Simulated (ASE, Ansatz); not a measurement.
# Structural relaxation of random fluorite-type (Ce, Zr, Sn, Hf)O2 solid solution (324 atoms), part 2 of 2

Aim: bring random fluorite-type (Ce, Zr, Sn, Hf)O2 solid solution (324 atoms) to a nearby minimum of the energy and see what moves.

Ansatz 0.2.0; Kohn-Sham DFT, PBE, PAW (set soft_2), plane waves.

The cell: 27 Sn, 216 O, 27 Ce, 27 Zr and 27 Hf. The host structure and its lattice constant were typed by rule, without a check against the phase diagram. The main run has no spin polarisation. Sampling is at Γ alone, for a cell whose shortest periodic width is 15 Å. Spin–orbit coupling is left out.

So far. Step 3 (Relaxation): The relaxation changed the energy by -78.0 meV/atom, and atoms moved by 0.28 Å r.m.s., 0.72 Å at most.

### 5. Single point at the relaxed geometry

The electronic structure is read at the final geometry, in a run of its own.

Contents of input.yaml:

```yaml
crystal:
  lattice:
    - [15.465, 0.0, 0.0]
    - [0.0, 15.465, 0.0]
    - [0.0, 0.0, 15.465]
  atoms:
    - { symbol: Sn, position: [0.00474, 0.0099, 4.0e-05] }
    - { symbol: O, position: [0.08889, 0.09803, 0.06987] }
    - { symbol: O, position: [0.23815, 0.26835, 0.24051] }
    - { symbol: Sn, position: [0.99879, 0.16637, 0.15885] }
    - { symbol: O, position: [0.06619, 0.2393, 0.26659] }
    - { symbol: O, position: [0.25738, 0.08773, 0.08033] }
    - { symbol: Ce, position: [0.1608, 0.00664, 0.16901] }
    - { symbol: O, position: [0.22759, 0.10394, 0.25054] }
    - { symbol: O, position: [0.07622, 0.25907, 0.09936] }
    - { symbol: Zr, position: [0.17289, 0.17087, 0.99569] }
    - { symbol: O, position: [0.24421, 0.26248, 0.06759] }
    - { symbol: O, position: [0.0504, 0.07367, 0.23618] }
    - { symbol: Hf, position: [0.99071, 0.99857, 0.33347] }
    - { symbol: O, position: [0.0884, 0.08628, 0.39725] }
    - { symbol: O, position: [0.25119, 0.24611, 0.56997] }
    - { symbol: Ce, position: [0.00192, 0.17282, 0.49891] }
    - { symbol: O, position: [0.08966, 0.26591, 0.60465] }
    - { symbol: O, position: [0.26398, 0.0893, 0.41455] }
    - { symbol: Ce, position: [0.16464, 0.00418, 0.50059] }
    - { symbol: O, position: [0.25468, 0.0843, 0.59217] }
    - { symbol: O, position: [0.08355, 0.26263, 0.42881] }
    - { symbol: Hf, position: [0.16224, 0.1788, 0.3352] }
    - { symbol: O, position: [0.23977, 0.25468, 0.40994] }
    - { symbol: O, position: [0.09765, 0.10661, 0.57037] }
    - { symbol: Sn, position: [0.99627, 0.99234, 0.68036] }
    - { symbol: O, position: [0.08599, 0.07904, 0.73117] }
    - { symbol: O, position: [0.25607, 0.24993, 0.90282] }
    - { symbol: Hf, position: [0.00558, 0.17369, 0.83373] }
    - { symbol: O, position: [0.08794, 0.24789, 0.93288] }
    - { symbol: O, position: [0.25642, 0.09572, 0.75266] }
    - { symbol: Ce, position: [0.16574, 0.00169, 0.82955] }
    - { symbol: O, position: [0.24413, 0.08461, 0.92154] }
    [... 286 atom lines left out ...]
    - { symbol: Zr, position: [0.83231, 0.66627, 0.83375] }
    - { symbol: O, position: [0.91504, 0.76265, 0.93351] }
    - { symbol: O, position: [0.72964, 0.9005, 0.73619] }
    - { symbol: Ce, position: [0.83685, 0.82724, 0.66259] }
    - { symbol: O, position: [0.90378, 0.92005, 0.75773] }
    - { symbol: O, position: [0.74793, 0.74915, 0.90066] }
kpoints:
  mp_grid: { grid: [1, 1, 1] }
hamiltonian:
  xc: pbe
scf:
  occupations: { method: fixed }
output:
  forces: true
  stress: true
  populations: true
  dos:
    method: { smearing: { sigma: 0.15 } }
    de: 0.1
    projected: { site_lists: { Ce: [Ce], Hf: [Hf], O: [O], Sn: [Sn], Zr: [Zr] } }
  eigenvalues: true
  write_density: true
  write_potential: true
  volumetric_format: npy
  elf: true
```

On the command line:

```console
$ ansatz run input.yaml --threads 32 --pin off --max-ram 143360MiB --backend cuda --events-out ev --progress --plain --runs-dir out
```

Numbers of over 12 decimals in the logs are rounded to 6 here.

The log of the run:

```text
[...]
GPU FFT provider: cuFFT
GPU libraries: cuBLAS 13.8.1, cuFFT 12.4.0, cuSOLVER 12.3.2
[...]
Crystal: 324 atoms, lattice volume = 3698.706 Å³
Basis set: ecut = 420 eV, 72455 PW (Γ), exchange–correlation on 216×216×216 points (8 copies of the dense FFT grid, shifted against one another)
Bands: 1836, of which v1, the nominal top of the filled ones, is band 1512 counted from 1 (1511 counted from 0)
Symmetry: 1 space group operations
[...]
k-points: 1
[...]
GPU buffer pool allocated for 1259712 grid points (all kernels)
[...]
SCF iter   1: F=—  HF=-1000591.935539 eV  |F-HF|=—  |Δ(HF+E_count)|=         —  Δρ=7.57e-3  dr2=3.28e0  ethr=1.77e-3  ⟨swp⟩=4.0  Hψ=5458  notcnv=0  defer=202
[...]
SCF iter  14: F=-1000591.583499 eV  HF=-1000591.583499 eV  |F-HF|=1.49e-8  |Δ(HF+E_count)|=   1.53e-7  Δρ=1.23e-6  dr2=6.05e-8  ethr=3.31e-12  ⟨swp⟩=20.0  Hψ=15383  notcnv=0
SCF 1 converged in 14 iterations: F = -1000591.583499 eV  dr2 = 6.05e-8
[...]
SCF converged after 14 iterations
Free energy (F): -1000591.583499 eV
[...]
Internal energy: -1000591.583499 eV  (E = F + TS)
E sigma→0 (E₀):  -1000591.583499 eV
Fermi energy:    12.553786 eV
[...]
--- Forces (eV/Å), atoms counted from 1 ---
[... 324 lines of forces left out ...]
  max |Σ_I F_I| component: 1.15e-4 eV/Å
--- Stress (GPa, compression-positive) ---
       11.894478      -0.056915       0.271637
       -0.056915      11.583747       0.045242
        0.271637       0.045242      13.127876
  P = ⅓ Tr σ = 12.2020 GPa (122.020 kbar)
--- Band table (eV) ---
[... left out ...]
--- Löwdin populations: 324 sites ---
  site symbol       q [e]
[... 324 lines, one an atom, left out ...]
  spilling = 0.003326 (of n_electrons = 3024.000000)
```

Run time: 6.1 s. Hardware: 1 × NVIDIA GB200 with 32 threads of Arm Neoverse V2, shared host; peak memory 3.1 GiB; 23 s of CPU time.

That memory is the host's; the program planned up to 16.6 GiB on the GPU.

Numbers from this run:

- free energy: -1000591.5835 eV
- free energy per atom: -3088.2456 eV/atom
- SCF cycles: 14
- pressure: 12.2 GPa
- r.m.s. force component: 0.00998 eV/Å
- longest force: 0.04964 eV/Å
- Fermi energy: 12.55 eV
- gap (highest filled to lowest empty level): 1.99 eV
- spilling of the projection: 0.003326

Löwdin charges by element and coordination (they lack the spilled electrons, 0.031 e an atom on average):

```csv
element,coordination,atoms,mean charge (e),spread,least,most
Ce,all,27,0.811,0.0219,0.770,0.861
Hf,all,27,1.45,0.016,1.41,1.48
Hf,7,6,1.44,0.009,1.42,1.45
Hf,8,21,1.45,0.0155,1.41,1.48
O,all,216,-0.633,0.0763,-0.781,-0.430
O,3,49,-0.638,0.0773,-0.772,-0.430
O,4,167,-0.631,0.0759,-0.781,-0.435
Sn,all,27,1.69,0.0086,1.67,1.71
Sn,5,1,1.70,0,1.70,1.70
Sn,6,11,1.70,0.0048,1.69,1.70
Sn,7,15,1.69,0.0105,1.67,1.71
Zr,all,27,1.48,0.0155,1.45,1.51
Zr,7,3,1.45,0.0124,1.45,1.47
Zr,8,24,1.48,0.0129,1.46,1.51
```

Density of states as counts of states in windows of 1 eV (from the Fermi level), total and some projections:

```csv
from (eV),to (eV),total,Ce f,Hf f
-14,-13,92.1,0.1,0.2
-13,-12,12.1,0.0,0.0
-12,-11,0.0,0.0,0.0
-11,-10,333.3,0.0,331.5
-10,-9,44.6,0.0,44.3
-9,-8,0.0,0.0,0.0
-8,-7,11.0,0.0,0.0
-7,-6,32.9,0.1,0.1
-6,-5,26.4,0.1,0.0
-5,-4,185.5,0.9,0.1
-4,-3,239.5,2.0,0.2
-3,-2,222.0,3.6,0.2
-2,-1,291.6,8.7,0.3
-1,0,281.1,10.4,0.3
0,1,6.0,0.2,0.0
1,2,17.4,16.7,0.0
2,3,348.8,320.3,0.0
3,4,33.3,10.7,0.0
```

With fixed occupations the program's Fermi level is the highest filled level; weight inside the gap is the broadening of levels at its edges.

Between -26 and -14 eV lie 903 more states.

The stored curve holds about 2681 of the 3024 electrons; the rest, give or take the few that broadening carries across the Fermi level, lie in deeper levels below its range.

Not all projections were asked for or kept, so they needn't add up to the total.

The levels nearest the highest filled one (over half full), pooled over k-points and spins:

```csv
level less the highest filled one (eV),occupation
-0.107,2
-0.0923,2
-0.0792,2
-0.0597,2
-0.0441,2
0,2
1.99,0
2.00,0
2.01,0
2.02,0
2.03,0
2.03,0
```

Mean Löwdin charges: Ce +0.81, Hf +1.45, O -0.63, Sn +1.69, Zr +1.48 e (they miss 0.33 % of the electrons, so they add up to more than the cell's charge).

The surroundings of O96, which has 3 bonded neighbours where the commonest count for O is 4, nearest first, numbered as they follow in the input and with coordinates relative to it.

```csv
atom,x,y,z,distance (Å),bonds,Löwdin charge (e)
O96,0.00,0.00,0.00,0.00,3,-0.70
Sn88,-1.64,0.77,-0.86,2.01,6,1.70
Zr91,0.95,-1.70,-0.79,2.10,8,1.49
Zr106,0.93,0.90,1.69,2.13,8,1.48
O92,2.24,-0.49,0.59,2.37,4,-0.49
O86,-0.53,-0.41,-2.38,2.47,4,-0.75
O89,-0.20,2.45,0.78,2.58,3,-0.62
O308,-2.52,-0.46,0.67,2.65,3,-0.70
O98,-0.04,-0.68,2.56,2.65,3,-0.74
```

The column of bonds counts only the pairs O-Ce within 2.88 Å, O-Hf within 2.73 Å, O-Sn within 2.52 Å, O-Zr within 2.83 Å; other neighbours, such as metal atoms beside each other in a compound, aren't counted, and periodic images can show an atom twice.

### 6. Other settings

Changed here: basis.ecutrho_ratio = 6, scf.occupations.method = "cold" and scf.occupations.width = 0.05.

Changes to input.yaml since step 5:

```diff
@@ -6,3 +6,3 @@
   atoms:
-    [... the 324 atom lines of step 5 ...]
+    [... the 324 atom lines of step 2 ...]
 kpoints:
@@ -12,3 +12,3 @@
 scf:
-  occupations: { method: fixed }
+  occupations: { method: cold, width: 0.05 }
 output:
@@ -22,5 +22,3 @@
   eigenvalues: true
-  write_density: true
-  write_potential: true
-  volumetric_format: npy
-  elf: true
+basis:
+  ecutrho_ratio: 6
```

The log of the run:

```text
[...]
GPU FFT provider: cuFFT
GPU libraries: cuBLAS 13.8.1, cuFFT 12.4.0, cuSOLVER 12.3.2
[...]
Crystal: 324 atoms, lattice volume = 3698.706 Å³
Basis set: ecut = 420 eV, 72455 PW (Γ), exchange–correlation on 256×256×256 points (8 copies of the dense FFT grid, shifted against one another)
Bands: 1836, of which v1, the nominal top of the filled ones, is band 1512 counted from 1 (1511 counted from 0)
Symmetry: 1 space group operations
[...]
k-points: 1
[...]
GPU buffer pool allocated for 2097152 grid points (all kernels)
[...]
SCF iter   1: F=—  HF=-1000787.134935 eV  |F-HF|=—  |Δ(HF+E_count)|=         —  Δρ=1.55e-1  dr2=2.22e3  ethr=3.10e-3
[...]
SCF iter  20: F=-1000566.321283 eV  HF=-1000566.321283 eV  |F-HF|=6.85e-8  |Δ(HF+E_count)|=   4.82e-8  S|Δr|=    0.00e0  Δρ=1.51e-6  dr2=8.53e-8  ethr=3.31e-12
SCF 1 converged in 20 iterations: F = -1000566.321283 eV  dr2 = 8.53e-8
[...]
SCF converged after 20 iterations
Stability not checked: this state was not tested for a lower state beside it, because cold or Methfessel-Paxton smearing, or corrected tetrahedra, fill the levels in a way that the test cannot read (fill_not_monotonic; see scf.lower_state_search)
Free energy (F): -1000566.321283 eV
[...]
Internal energy: -1000566.321283 eV  (E = F + TS)
E sigma→0 (E₀):  -1000566.321283 eV
Fermi energy:    13.872701 eV
Step filling:    the computed levels leave a gap of 2.0302 eV = 40.6 smearing widths at the electron count; against every level under it full and every level over it empty, smearing changes F+E_penalty+E_count by +3.32e-183 meV and its σ→0 estimate by -1.89e-178 meV
[...]
--- Forces (eV/Å), atoms counted from 1 ---
[... 324 lines of forces left out ...]
  max |Σ_I F_I| component: 3.38e-5 eV/Å
--- Stress (GPa, compression-positive) ---
        8.728326      -0.139565      -0.089071
       -0.139565       8.605343      -0.124752
       -0.089071      -0.124752       8.649660
  P = ⅓ Tr σ = 8.6611 GPa (86.611 kbar)
--- Band table (eV) ---
[... left out ...]
--- Löwdin populations: 324 sites ---
  site symbol       q [e]
[... 324 lines, one an atom, left out ...]
  spilling = 0.003338 (of n_electrons = 3024.000000)
```

Wall time 8.1 s (1 × NVIDIA GB200 with 32 threads); peak memory 3.6 GiB; 25 s of CPU time.

That memory is the host's; the program planned up to 17.1 GiB on the GPU.

Forces differ from those of the single point at the start by 0.01 meV/Å r.m.s., 0.0012 % of their size. It took 1.5 times the reference's time.

### 7. Summary of results

| Property | Result |
| --- | --- |
| energy change in the relaxation | -77.97 meV/atom |
| r.m.s. displacement | 0.277 Å |
| largest displacement | 0.72 Å |
| free energy per atom | -3088.2456 eV/atom |
| density | 7.958 g/cm³ |
| pressure | 12.2 GPa |
| r.m.s. force component | 0.00998 eV/Å |
| gap (highest filled to lowest empty level) | 1.99 eV |
| wall time of the 4 DFT runs | 70 s |

What this shows: Relaxation lowers the energy by 78.0 meV/atom and moves atoms by 0.28 Å r.m.s.; the r.m.s. force component goes from 0.84 to 0.0100 eV/Å, the pressure goes from 8.7 to 12 GPa, and the gap from 2.03 to 1.99 eV. By the final cutoffs 49 of 864 bonded pairs parted and 0 joined. First to last step the energy falls by 25.263 eV; the largest move, 0.72 Å, is that of O96. The O-Sn bonds change most in mean length: from 2.233 Å (spread 0.032) to 2.133 Å (spread 0.113), and their number from 216 to 176. With the cutoffs above, all Ce atoms have 8, 78 % of Hf atoms have 8, 77 % of O atoms have 4 and 56 % of Sn atoms have 7 bonded neighbours. Between filled and empty levels lie 1.99 eV at Γ alone; the mesh holds the band edges only if they fold onto it, so the gap at this level can be narrower or closed.

**Limits.** The pressure of 12 GPa shows the cell to be compressed for this functional.

[Logs are printed without paths, hosts, clocks, repeated set-up lines and the standing remarks that a program may print on its own settings, such as how far it seeks lower states.]

[Hosts, paths, dates, database ids (printed as entryN), source tags and the programs' standing remarks are cut or masked in the printed files.]
